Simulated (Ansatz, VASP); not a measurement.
## In3Se in VASP and in Ansatz

File INCAR:

```
SYSTEM = In3Se
PREC = Accurate
ENCUT = 520
EDIFF = 1E-6
ISMEAR = -1
SIGMA = 0.05
LREAL = .FALSE.
LASPH = .TRUE.
NELM = 80
ALGO = Normal
ISIF = 2
LWAVE = .FALSE.
LCHARG = .FALSE.
GGA = PS
NBANDS = 30
```

File KPOINTS:

```
Automatic mesh
0
G
  6 6 6
  0 0 0
```

File POSCAR:

```
In3Se
1.0
    4.8979732526      0.0000000000      0.0000000000
    0.0000000000      4.8979732526      0.0000000000
    0.0000000000      0.0000000000      4.8979732526
In Se
3 1
Direct
    0.5000000000      0.5000000000      0.0000000000
    0.5000000000      0.0000000000      0.5000000000
    0.0000000000      0.5000000000      0.5000000000
    0.0000000000      0.0000000000      0.0000000000
```

The input input.yaml:

```yaml
crystal:
  lattice:
    - [4.8979732526, 0.0, 0.0]
    - [0.0, 4.8979732526, 0.0]
    - [0.0, 0.0, 4.8979732526]
  atoms:
    - { symbol: In, position: [0.5, 0.5, 0.0] }
    - { symbol: In, position: [0.5, 0.0, 0.5] }
    - { symbol: In, position: [0.0, 0.5, 0.5] }
    - { symbol: Se, position: [0.0, 0.0, 0.0] }
hamiltonian:
  xc: pbesol
  pseudopotentials: { kind: paw }
kpoints:
  mp_grid: { grid: [6, 6, 6] }
scf:
  occupations: { method: fermi_dirac, width: 0.05 }
output:
  forces: true
  stress: true
  eigenvalues: true
  write_density: true
  write_potential: true
  elf: true
  volumetric_format: npy
```

The cell comes from a database or a generator and needn't be the stable form of this composition.

Alike in both runs: task single point; functional PBEsol; k mesh 6 × 6 × 6; occupations fermi-dirac, width 0.05 eV; no spin polarisation.

```csv
,VASP,Ansatz
version,VASP 6.6.1,Ansatz 0.2.0
potentials or method,"VASP PAW PBE potentials, release 64 (In_d, Se)",Ansatz PAW
plane-wave cutoff (eV),520,420
valence electrons in the cell,45,55
```

|  | VASP | Ansatz | Ansatz less VASP |
| --- | --- | --- | --- |
| gap on the k mesh at the Fermi level (eV) | none | none | - |
| pressure (GPa) | -4.3 | -4.3 | +0.01 |

A gap of «none» marks a metal or a gap that the smearing closes. The two sets of potentials don't hold the same shells in valence.

Caveats: the PAW data sets were made with another functional, which shifts forces and pressure a little (VASP); the PAW data sets come from PBE, with cores solved anew for the run's functional, which leaves a small shift of forces and pressure (Ansatz).
